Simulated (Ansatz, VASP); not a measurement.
## LiH: VASP beside Ansatz

Aim: how closely do two programs agree when they are given the same cell, functional and k mesh? The cell is a member of a volume series, scaled by 0.985 from a relaxed one, so a pressure remains.

Main program and level: Ansatz 0.2.0; plane waves, with VASP 6.6.1 beside it; single point at LDA and single point at r2SCAN.

## Step 1: Starting point

The structure is cubic, space group Fm-3m (No. 225). The conventional cell has a = 3.882 Å, b = 3.882 Å, c = 3.882 Å, α = 90.00°, β = 90.00°, γ = 90.00°. Nearest to Li lie 6 H at 1.94 Å. Nearest to H lie 6 Li at 1.94 Å. Farther neighbours are not listed.

## Step 2: Ansatz: single point, LDA, volume scaled by 0.985

Ansatz runs on its default PAW (the set named soft_2) files.

A single point gives forces, pressure and levels at one fixed geometry, so differences don't come from the geometry; what else differs is listed under the comparison.

File input.yaml:

```yaml
crystal:
  lattice:
    - [0.0, 1.94085152, 1.94085152]
    - [1.94085152, 0.0, 1.94085152]
    - [1.94085152, 1.94085152, 0.0]
  atoms:
    - { symbol: Li, position: [0.0, 0.0, 0.0] }
    - { symbol: H, position: [0.5, 0.5, 0.5] }
hamiltonian:
  xc: lda
  pseudopotentials: { kind: paw }
kpoints:
  mp_grid: { grid: [10, 10, 10] }
scf:
  occupations: { method: gaussian, width: 0.03 }
  n_extra_bands: 4
output:
  forces: true
  stress: true
  eigenvalues: true
```

Launch:

```console
ansatz run input.yaml --threads 2 --pin off --max-ram 4608MiB --backend cpu --events-out ev --progress --plain --runs-dir out
```

Output:

```text
scf.n_extra_bands = 4 over 2 filled bands (N_el = 4.0): the run solves 6 bands
Engine: ansatz 0.2.0, aarch64-unknown-linux-gnu
Pseudopotentials: kind: paw
Pseudopotential: Li, paw, valence charge 3, recommended cutoff 420 eV (normal), Li.paw.azcp
Pseudopotential: H, paw, valence charge 1, recommended cutoff 420 eV (normal), H.paw.azcp
Functional definition: SPW92
  exchange = slater_x
  correlation = pw_c
Crystal: 2 atoms, lattice volume = 14.622 Å³
Basis set: ecut = 420 eV, 283 PW (Γ)
Bands: 6, of which v1, the nominal top of the filled ones, is band 2 counted from 1 (1 counted from 0)
Symmetry: 48 space group operations
Space group: Fm-3m (ITA 225), of the structure as read, at distance tolerance 2.4e-5 Å
k-points: 47 of 1000
Non-local potential: Li, projectors of the file, l = 0: 3, l = 1: 2, l = 2: 1
Non-local potential: H, projectors of the file, l = 0: 2, l = 1: 1
PAW form: soft (Blöchl's): semilocal exchange-correlation on the pseudo side does not see the compensation charge
PAW one-centre angular grid: Li, 110 points (default); XC on 64 Gauss nodes
PAW one-centre angular grid: H, 110 points (default); XC on 64 Gauss nodes
Initial density: superposition of atomic densities (neutral atoms: chi_scale 0, normalization atom), corrected by the library's trained network
Initial wavefunctions: pseudopotential atomic-orbital guess
Functional: x = slater, c = lda
SCF iter   1: F=—  HF=-218.223586 eV  |F-HF|=—  |Δ(HF+E_count)|=         —  Δρ=1.29e-2  dr2=1.46e-2  ethr=1.77e-3  ⟨swp⟩=4.3  Hψ=2243  notcnv=0
preconditioner: auto → none  [insulator: Δε(μ)=2.386 eV  Ē_g=14.686 eV  σ=0.030 eV  W_gap=1.00  n_scr=0 (ndim 8)  ℏωp=13.7 eV  f_vac=0.000  D(μ)=0.00/eV (n_scr^D=0)  ε∞_Penn≈1.9]
SCF iter   2: F=—  HF=-218.214968 eV  |F-HF|=—  |Δ(HF+E_count)|=   8.62e-3  Δρ=4.60e-3  dr2=1.75e-3  ethr=3.66e-4  ⟨swp⟩=1.9  Hψ=736  notcnv=0
SCF iter   3: F=—  HF=-218.213606 eV  |F-HF|=—  |Δ(HF+E_count)|=   1.36e-3  Δρ=1.69e-4  dr2=2.56e-6  ethr=4.37e-5  ⟨swp⟩=2.3  Hψ=515  notcnv=0
SCF iter   4: F=—  HF=-218.213606 eV  |F-HF|=—  |Δ(HF+E_count)|=   1.24e-7  Δρ=2.33e-5  dr2=4.69e-8  ethr=6.40e-8  ⟨swp⟩=2.1  Hψ=376  notcnv=0
iter 5 did not close the SCF: its close was put off for the readings that it lacked (scf_convergence_deferred on its scf_iter line)
SCF iter   5: F=-218.213606 eV  HF=-218.213606 eV  |F-HF|=2.27e-10  |Δ(HF+E_count)|=   1.37e-8  Δρ=3.54e-6  dr2=1.39e-9  ethr=1.17e-9  ⟨swp⟩=1.2  Hψ=291  notcnv=0
SCF iter   6: F=-218.213606 eV  HF=-218.213606 eV  |F-HF|=2.27e-13  |Δ(HF+E_count)|=  5.41e-11  Δρ=9.63e-8  dr2=8.93e-13  ethr=3.47e-11  ⟨swp⟩=1.5  Hψ=752  notcnv=0
SCF 1 converged in 6 iterations: F = -218.213606 eV  dr2 = 8.93e-13
  greatest PAW one-centre occupation: 1.000 electrons in one spin orbital (limit 2), on the Li atom at site 0 (counted from 0), in its partial waves of l = 0
SCF converged after 6 iterations
Free energy (F): -218.213606 eV
Harris-Foulkes:  -218.213606 eV  (|F-HF|=2.27e-13)
Internal energy: -218.213606 eV  (E = F + TS)
E sigma→0 (E₀):  -218.213606 eV
Fermi energy:    2.524406 eV
--- Per-component energies (eV) ---
  E_band       = -86.906166
  E_kinetic    = 36.258308
  E_local      = -120.038921  (includes V_loc(G=0)·N_el)
  E_nonlocal   = -31.542861
  E_hartree    = 33.345605
  E_xc         = -20.061790
  E_vxc        = -26.172380  (∫ρ·V_xc dr)
  E_paw        = -19.004912  (= ΣΔE_a)
  E_vpaw       = -12.100470  (= ΣTr[D̂ρ^β])
  E_aug_tail   = -0.001054  (compensation charges beyond the density's cutoff)
  E_ewald      = -97.167980
  E_smearing   = -0.000000  (= −TS)
  E_closure    = 0.000000  (closes the sum)
  Σ components = -218.213606   (vs F -218.213606, Δ=0.00e0)
--- Forces (eV/Å), atoms counted from 1 ---
  atom   1  Li    -0.00000000    -0.00000000     0.00000000
  atom   2  H      0.00000000    -0.00000000     0.00000000
  max |Σ_I F_I| component: 1.03e-30 eV/Å
--- Stress (GPa, compression-positive) ---
        0.882506       0.000000       0.000000
        0.000000       0.882506       0.000000
        0.000000      -0.000000       0.882506
  P = ⅓ Tr σ = 0.8825 GPa (8.825 kbar)
--- Band table (eV; the first three rows and the last of 47) ---
  k-point 0: bands = ["-42.1108", "-4.6581", "18.6938", "19.6487", "19.6487", "19.6487"]
  k-point 1: bands = ["-42.1037", "-4.4796", "16.6658", "19.0072", "19.2322", "19.2322"]
  k-point 2: bands = ["-42.0849", "-3.9557", "13.0058", "17.7783", "18.5574", "18.5574"]
  k-point 46: bands = ["-42.0126", "0.9796", "5.3463", "7.2810", "13.4175", "19.5838"]
```

Run time: 0.34 s. Hardware: 2 threads of Arm Neoverse V1, shared host; peak memory 0.24 GiB; 0.55 s of CPU time.

In the SCF lines HF is the Harris–Foulkes energy and dr2 the Hartree energy of the density residual, in eV; the loop may stop once dr2 is under the threshold and the program's other checks hold. Hψ counts applications of the Hamiltonian.

The run ends at a pressure of 0.88 GPa.

## Step 3: VASP: single point, LDA, volume scaled by 0.985

The same cell, functional (in two slightly different forms), mesh and smearing now go to VASP, with its own data sets and cutoff.

Lines of VASP's logs that name or quote its potential files are left out, and so is its time.

The input asks for a relaxation, which ended at its first step since no free force or stress exceeded the threshold; so it serves as a single point.

File INCAR:

```
SYSTEM = LiH
PREC = Accurate
ENCUT = 700
EDIFF = 1E-06
NELM = 100
ISMEAR = 0
SIGMA = 0.03
LREAL = .FALSE.
ALGO = Normal
GGA = CA
NBANDS = 8
LORBIT = 11
LWAVE = .FALSE.
LCHARG = .FALSE.
KPAR = 4
IBRION = 2
NSW = 30
ISIF = 4
EDIFFG = -0.01
```

File POSCAR:

```
LiH
1.0
    0.0000000000      1.9408515169      1.9408515169
    1.9408515169      0.0000000000      1.9408515169
    1.9408515169      1.9408515169      0.0000000000
Li H
1 1
Direct
    0.0000000000      0.0000000000      0.0000000000
    0.5000000000      0.5000000000      0.5000000000
```

File KPOINTS:

```
Automatic mesh
0
Gamma
10 10 10
0 0 0
```

The projector-augmented-wave data sets are Li_sv and H (LDA family, release 64).

Launch:

```console
mpirun -np 4 vasp_std
```

Output:

```text
[banner, memory and clock lines left out]
running    4 mpi-ranks, on    1 nodes
 distrk:  each k-point on    1 cores,    4 groups
 distr:  one band on    1 cores,    1 groups

 POSCAR found type information on POSCAR LiH
 POSCAR found :  2 types and       2 ions
 LDA part: xc-table for (Slater(with rela. corr.)+CA(PZ))
 , standard interpolation
 POSCAR, INCAR and KPOINTS ok, starting setup
 FFT: planning ... GRIDC
 FFT: planning ... GRID_SOFT
 FFT: planning ... GRID
 WAVECAR not read
 entering main loop
       N       E                     dE             d eps       ncg     rms          rms(c)
DAV:   1    -0.257410279612E+01   -0.25741E+01   -0.16537E+03   752   0.540E+02
DAV:   2    -0.671455450649E+01   -0.41405E+01   -0.41405E+01  1112   0.542E+01
DAV:   3    -0.675610235966E+01   -0.41548E-01   -0.41548E-01   888   0.513E+00
DAV:   4    -0.675626191498E+01   -0.15956E-03   -0.15956E-03  1160   0.290E-01
DAV:   5    -0.675626218455E+01   -0.26957E-06   -0.26957E-06   968   0.821E-03    0.287E+00
DAV:   6    -0.656149807143E+01    0.19476E+00   -0.17226E-01   872   0.136E+00    0.142E+00
DAV:   7    -0.649479267578E+01    0.66705E-01   -0.21172E-01  1008   0.165E+00    0.209E-01
DAV:   8    -0.649552113565E+01   -0.72846E-03   -0.30366E-03   848   0.422E-01    0.475E-02
DAV:   9    -0.649545336841E+01    0.67767E-04   -0.23940E-04  1048   0.699E-02    0.405E-03
DAV:  10    -0.649545329552E+01    0.72895E-07   -0.48320E-06   856   0.190E-02
   1 F= -.64954533E+01 E0= -.64954533E+01  d E =-.649545E+01
 curvature:   0.00 expect dE= 0.000E+00 dE for cont linesearch  0.000E+00
 trial: gam= 0.00000 g(F)=  0.857E-64 g(S)=  0.160E-33 ort = 0.000E+00 (trialstep = 0.100E+01)
 search vector abs. value=  0.100E-09
 reached required accuracy - stopping structural energy minimisation
```

From OUTCAR (step 3):

```text
ion  position               nearest neighbor table
   1  0.000  0.000  0.000-
   2  0.500  0.500  0.500-

  LATTYP: Found a face centered cubic cell.
 ALAT       =     3.8817030338

 Subroutine GETGRP returns: Found 48 space group operations
 (whereof 48 operations were pure point group operations)

The static configuration has the point symmetry O_h .

 Found     47 irreducible k-points:

   k-points           NKPTS =     47   k-points in BZ     NKDIM =     47   number of bands    NBANDS=      8

   dimension x,y,z NGX =    24 NGY =   24 NGZ =   24
   dimension x,y,z NGXF=    48 NGYF=   48 NGZF=   48

   ENCUT  =  700.0 eV  51.45 Ry    7.17 a.u.   5.92  5.92  5.92*2*pi/ulx,y,z

   NELECT =       4.0000    total number of electrons

 k-points in reciprocal lattice and weights: Automatic mesh
   0.00000000  0.00000000  0.00000000       0.001
   0.10000000  0.00000000  0.00000000       0.008
   0.20000000  0.00000000  0.00000000       0.008
   0.30000000  0.00000000  0.00000000       0.008
   0.40000000  0.00000000  0.00000000       0.008
   0.50000000  0.00000000  0.00000000       0.004
   0.10000000  0.10000000  0.00000000       0.006
   0.20000000  0.10000000  0.00000000       0.024
   0.30000000  0.10000000  0.00000000       0.024
[...]
-0.30000000  0.40000000  0.20000000       0.024
  -0.30000000  0.50000000  0.20000000       0.012

 average (electrostatic) potential at core
       1 -65.4537       2 -33.2614

 E-fermi :   0.9102

 k-point     1 :       0.0000    0.0000    0.0000
  band No.  band energies     occupation
      1     -42.7102      2.00000
      2      -5.2345      2.00000
      3      18.1023      0.00000
      4      19.0835      0.00000
      5      19.0835      0.00000
      6      19.0835      0.00000
      7      24.1102      0.00000
    ...

 k-point     2 :       0.1000    0.0000    0.0000
  band No.  band energies     occupation
      1     -42.7030      2.00000
      2      -5.0557      2.00000
      3      16.0879      0.00000
      4      18.4317      0.00000
      5      18.6663      0.00000
      6      18.6663      0.00000
      7      23.5439      0.00000
    ...

 k-point     3 :       0.2000    0.0000    0.0000
  band No.  band energies     occupation
      1     -42.6842      2.00000
      2      -4.5304      2.00000
      3      12.4321      0.00000
      4      17.2043      0.00000
      5      17.9907      0.00000
      6      17.9907      0.00000
      7      24.4668      0.00000
    ...

  Total        0.0584188      0.0584188      0.0584188     -0.0000000      0.0000000     -0.0000000
  in kB        6.4011220      6.4011220      6.4011220     -0.0000000      0.0000000     -0.0000000
  external PRESSURE =       6.4011220 kB  Pullay stress =       0.0000000 kB

  energy-cutoff  :      700.00
  volume of cell :       14.62
      direct lattice vectors                 reciprocal lattice vectors
     0.000000000  1.940851517  1.940851517    -0.257618883  0.257618883  0.257618883
     1.940851517  0.000000000  1.940851517     0.257618883 -0.257618883  0.257618883
     1.940851517  1.940851517  0.000000000     0.257618883  0.257618883 -0.257618883

 POSITION                                       TOTAL-FORCE (eV/Angst)
 -----------------------------------------------------------------------------------
      0.00000      0.00000      0.00000         0.000000      0.000000      0.000000
      1.94085      1.94085      1.94085        -0.000000     -0.000000     -0.000000
 -----------------------------------------------------------------------------------
    total drift:                                0.000000     -0.000000     -0.000000

  FREE ENERGIE OF THE ION-ELECTRON SYSTEM (eV)
  ---------------------------------------------------
  free  energy   TOTEN  =        -6.4954532955 eV

  energy  without entropy=       -6.4954532955  energy(sigma->0) =       -6.49545330

 reached required accuracy - stopping structural energy minimisation

 total charge
# of ion       s       p       d       tot
------------------------------------------
    1        2.026   0.091   0.000   2.118
    2        0.535   0.002   0.000   0.538
--------------------------------------------------
tot          2.561   0.094   0.000   2.655

[... 3 further parts left out ...]
```

## Step 4: Comparison

Known differences besides the potentials themselves: the two LDA forms differ slightly; the cutoff is 420 eV in Ansatz and 700 eV in VASP; VASP's log shows a relativistic correction to its local exchange, Ansatz's none. Total energies have different zeros and are not compared.

The two programs side by side:

| quantity | Ansatz | VASP | difference |
| --- | --- | --- | --- |
| pressure (GPa) | 0.88 | 0.64 | +0.24 |
| pressure without Ansatz's Pulay correction (GPa) | 0.76 | 0.64 | +0.12 |
| gap on the k mesh (eV) | 2.517 | 2.511 | +0.006 |

A gap on the mesh is an upper bound, since the band edges may lie between its points. Ansatz's pressure holds a Pulay correction of 0.12 GPa; VASP's holds none.

## Step 5: What the set-up changes

Further runs change the set-up of one program: Ansatz's method, potentials or start, or VASP's data sets, cutoff or form of LDA. The table gives Ansatz less VASP for each quantity, since a change that brings one quantity closer may part another.

| run | pressure (GPa) | gap on the k mesh (eV) |
| --- | --- | --- |
| as above | 0.24 | 0.0058 |
| Ansatz's all-electron LAPW method | 0.26 | 0.0081 |

## Step 6: VASP: single point, LDA, volume scaled by 1.015

A single point gives forces, pressure and levels at one fixed geometry, so differences don't come from the geometry; what else differs is listed under the comparison. The cell compared in this pair holds 15.07 Å³, against 14.62 Å³ for the pair before.

The input asks for a relaxation, which ended at its first step since no free force or stress exceeded the threshold; so it serves as a single point.

INCAR is that of step 3.

File POSCAR:

```
LiH
1.0
    0.0000000000      1.9603588694      1.9603588694
    1.9603588694      0.0000000000      1.9603588694
    1.9603588694      1.9603588694      0.0000000000
Li H
1 1
Direct
    0.0000000000      0.0000000000      0.0000000000
    0.5000000000      0.5000000000      0.5000000000
```

KPOINTS is that of step 3.

Launch:

```console
mpirun -np 4 vasp_std
```

Output:

```text
[... set-up lines as in an earlier step ...]
 entering main loop
       N       E                     dE             d eps       ncg     rms          rms(c)
DAV:   1    -0.247502802198E+01   -0.24750E+01   -0.19014E+03   752   0.567E+02
DAV:   2    -0.669817299310E+01   -0.42231E+01   -0.42231E+01  1080   0.518E+01
DAV:   3    -0.675357027859E+01   -0.55397E-01   -0.55397E-01   896   0.592E+00
DAV:   4    -0.675454610001E+01   -0.97582E-03   -0.97582E-03  1184   0.442E-01
[...]
DAV:   8    -0.649613193726E+01   -0.72698E-03   -0.31615E-03   824   0.429E-01    0.451E-02
DAV:   9    -0.649607145507E+01    0.60482E-04   -0.22060E-04  1104   0.660E-02    0.439E-03
DAV:  10    -0.649607124160E+01    0.21347E-06   -0.39648E-06   848   0.171E-02
   1 F= -.64960712E+01 E0= -.64960712E+01  d E =-.649607E+01
[...]
reached required accuracy - stopping structural energy minimisation
```

Parts of OUTCAR (step 6):

```text
  Total       -0.0557799     -0.0557799     -0.0557799      0.0000000     -0.0000000      0.0000000
  in kB       -5.9313192     -5.9313192     -5.9313192      0.0000000     -0.0000000      0.0000000
  external PRESSURE =      -5.9313192 kB  Pullay stress =       0.0000000 kB

 POSITION                                       TOTAL-FORCE (eV/Angst)
 -----------------------------------------------------------------------------------
      0.00000      0.00000      0.00000         0.000000     -0.000000     -0.000000
      1.96036      1.96036      1.96036        -0.000000      0.000000      0.000000
 -----------------------------------------------------------------------------------
    total drift:                                0.000000     -0.000000     -0.000000

  FREE ENERGIE OF THE ION-ELECTRON SYSTEM (eV)
  ---------------------------------------------------
  free  energy   TOTEN  =        -6.4960712416 eV

  energy  without entropy=       -6.4960712416  energy(sigma->0) =       -6.49607124

[... 2 parts as in an earlier step ...]

[... 2 further parts left out ...]
[key lines of the parts left out:]
E-fermi :   0.6635
```

## Step 7: Ansatz: single point, LDA, volume scaled by 1.015

The same cell, functional (in two slightly different forms), mesh and smearing now go to Ansatz, which takes its cutoff from its data sets.

The cell is a member of a volume series, scaled by 1.015 from a relaxed one, so a pressure remains.

input.yaml, the sections that differ from step 2:

```yaml
crystal:
  lattice:
    - [0.0, 1.96035887, 1.96035887]
    - [1.96035887, 0.0, 1.96035887]
    - [1.96035887, 1.96035887, 0.0]
  atoms:
    - { symbol: Li, position: [0.0, 0.0, 0.0] }
    - { symbol: H, position: [0.5, 0.5, 0.5] }
# hamiltonian, kpoints, scf, output: as in step 2
```

Launch:

```console
ansatz run input.yaml --threads 2 --pin off --max-ram 4608MiB --backend cpu --events-out ev --progress --plain --runs-dir out
```

Output:

```text
[...]
Crystal: 2 atoms, lattice volume = 15.067 Å³
Basis set: ecut = 420 eV, 283 PW (Γ)
Bands: 6, of which v1, the nominal top of the filled ones, is band 2 counted from 1 (1 counted from 0)
Symmetry: 48 space group operations
[...]
k-points: 47 of 1000
[...]
SCF iter   1: F=—  HF=-218.224277 eV  |F-HF|=—  |Δ(HF+E_count)|=         —  Δρ=1.27e-2  dr2=1.49e-2  ethr=1.77e-3  ⟨swp⟩=4.1  Hψ=2252  notcnv=0
[...]
SCF iter   6: F=-218.214313 eV  HF=-218.214313 eV  |F-HF|=1.42e-13  |Δ(HF+E_count)|=  4.06e-12  Δρ=9.06e-8  dr2=4.64e-13  ethr=2.43e-11  ⟨swp⟩=1.6  Hψ=772  notcnv=0
SCF 1 converged in 6 iterations: F = -218.214313 eV  dr2 = 4.64e-13
[...]
SCF converged after 6 iterations
Free energy (F): -218.214313 eV
[...]
Internal energy: -218.214313 eV  (E = F + TS)
E sigma→0 (E₀):  -218.214313 eV
Fermi energy:    2.365325 eV
[...]
--- Stress (GPa, compression-positive) ---
       -0.359775       0.000000       0.000000
        0.000000      -0.359775       0.000000
        0.000000       0.000000      -0.359775
  P = ⅓ Tr σ = -0.3598 GPa (-3.598 kbar)
--- Band table (eV; the first three rows and the last of 47) ---
[...]
```

It took 0.34 s on 2 threads; peak memory 0.24 GiB.

The run ends at a pressure of -0.36 GPa.

## Step 8: Side by side

Both answers:

| quantity | Ansatz | VASP | difference |
| --- | --- | --- | --- |
| pressure (GPa) | -0.36 | -0.59 | +0.23 |
| pressure without Ansatz's Pulay correction (GPa) | -0.48 | -0.59 | +0.12 |
| gap on the k mesh (eV) | 2.549 | 2.543 | +0.006 |

A gap on the mesh is an upper bound, since the band edges may lie between its points. Ansatz's pressure holds a Pulay correction of 0.12 GPa; VASP's holds none.

[end of part 1 of 2]

[Lines on the potential files, build, host, timing and source positions are cut from VASP's logs without a mark.]

[Logs are printed without paths, hosts, clocks, repeated set-up lines and the standing remarks that a program may print on its own settings, such as how far it seeks lower states.]

[Hosts, paths, dates, database ids (printed as entryN), source tags and the programs' standing remarks are cut or masked in the printed files.]
